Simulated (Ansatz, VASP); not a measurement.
## One calculation of Au, two programs

Contents of INCAR:

```
SYSTEM = Au
  ALGO = Normal
  EDIFF = 1E-7
  ENCUT = 520
  GGA = PE
  ISIF = 2
  ISMEAR = -1
  LASPH = .TRUE.
  LCHARG = .FALSE.
  LREAL = .FALSE.
  LWAVE = .FALSE.
  NBANDS = 18
  NELM = 80
  PREC = Accurate
  SIGMA = 0.08
```

KPOINTS

```
k-points
0
G
  15 15 8
  0 0 0
```

POSCAR

```
Au
1.0
    2.6616168662      0.0000000000      0.0000000000
   -1.3308084331      2.3050278213      0.0000000000
    0.0000000000      0.0000000000      4.3996523055
Au
2
Direct
    0.3333333333      0.6666666667      0.2500000000
    0.6666666667      0.3333333333      0.7500000000
```

Input for Ansatz:

```yaml
crystal:
  lattice:
    - [2.6616168662, 0.0, 0.0]
    - [-1.3308084331, 2.3050278213, 0.0]
    - [0.0, 0.0, 4.3996523055]
  atoms:
    - { symbol: Au, position: [0.3333333333, 0.6666666667, 0.25] }
    - { symbol: Au, position: [0.6666666667, 0.3333333333, 0.75] }
kpoints:
  mp_grid: { grid: [15, 15, 8] }
scf:
  occupations: { method: fermi_dirac, width: 0.08 }
hamiltonian:
  xc: pbe
  pseudopotentials: { kind: all_electron, lapw: { basis_error: 0.001 } }
output:
  forces: true
  stress: true
  eigenvalues: true
  populations: true
```

Change from the starting cell: volume scaled by 0.75, LAPW.

Alike in both runs: task single point; functional PBE; k mesh 15 × 15 × 8; occupations fermi-dirac, width 0.08 eV; no spin polarisation.

|  | VASP | Ansatz |
| --- | --- | --- |
| version | VASP 6.6.1 | Ansatz 0.2.0 |
| potentials or method | VASP PAW PBE potentials, release 64 (Au) | all-electron LAPW, scalar-relativistic |
| plane-wave cutoff (eV) | 520 | see its input |

```csv
,VASP,Ansatz,Ansatz less VASP
pressure (GPa),90.9,91.2,+0.34
```

Ansatz ran all-electron here, so the differences hold the error of VASP's frozen core and of both bases.

Caveats: the cell as given lies far from equilibrium; so large a pressure means that the cell lies far from this level's equilibrium, or that cutoff or potentials fall short (VASP). The runs have no spin-orbit coupling, so splittings on Au are missing.
